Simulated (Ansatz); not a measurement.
Zincblende AlN, relaxed with r2SCAN in Ansatz: it is cubic, F-43m (No. 216); conventional cell a = 4.370 Å, 10.43 Å³ an atom. Al is surrounded by 4 N at 1.89 Å; N is surrounded by 4 Al at 1.89 Å. It was then strained (isotropic on every length). Unstrained, HSE06 gives 4.552 eV (Γ → X, 8×8×8 mesh), and the band edges keep their places in every row. Stress is positive in compression. (Simulation; spin polarisation is off.)

```csv
strain (%),ln(V/V₀),"ΔE_g, HSE06 (eV)","Δpressure, r2SCAN (GPa)"
-0.87,-0.0262,+0.026,+5.80
-0.54,-0.0162,+0.016,+3.53
+1.0,+0.0299,-0.031,-5.93
+1.22,+0.0364,-0.038,-7.14
+2.0,+0.0594,-0.063,-11.15
+3.31,+0.0977,-0.105,-17.01
+4.0,+0.1177,-0.129,-19.70
```

Problem. Fit ΔE_g = a x + b x² to these rows by least squares, with x = ln(V/V₀).

Solution. The normal equations take Σx² = 3.009e-02, Σx³ = 2.825e-03, Σx⁴ = 2.986e-04, ΣxΔE = -3.243e-02 and Σx²ΔE = -3.068e-03, and give a = -1.01 eV, b = -0.7 eV; the largest residual is 0.001 eV. a is the volume deformation potential of this gap.

Problem. Fit the change of pressure in the same way.

Solution. Δpressure = -209.9 x + (363) x² GPa. So B₀ = 209.9 GPa and B′ ≈ 2 × 363/209.9 = 3.5; two terms over so wide a range bias B₀ by a few per cent and B′ by more; the gap's pressure coefficient at zero is −a/B₀ = +5 meV/GPa, with HSE06's a and r2SCAN's B₀.

Problem. Predict the withheld row at +3.0 % (x = +0.0887).

Solution. ΔE_g ≈ -1.01 × (+0.0887) + (-0.7) × (+0.0887)² = -0.095 eV, and Δpressure ≈ -15.76 GPa. The runs give -0.095 eV and -15.72 GPa, off by 0.000 eV and +0.04 GPa.

The meshes of the hybrids are coarse, so their gaps aren't converged to the digits shown.
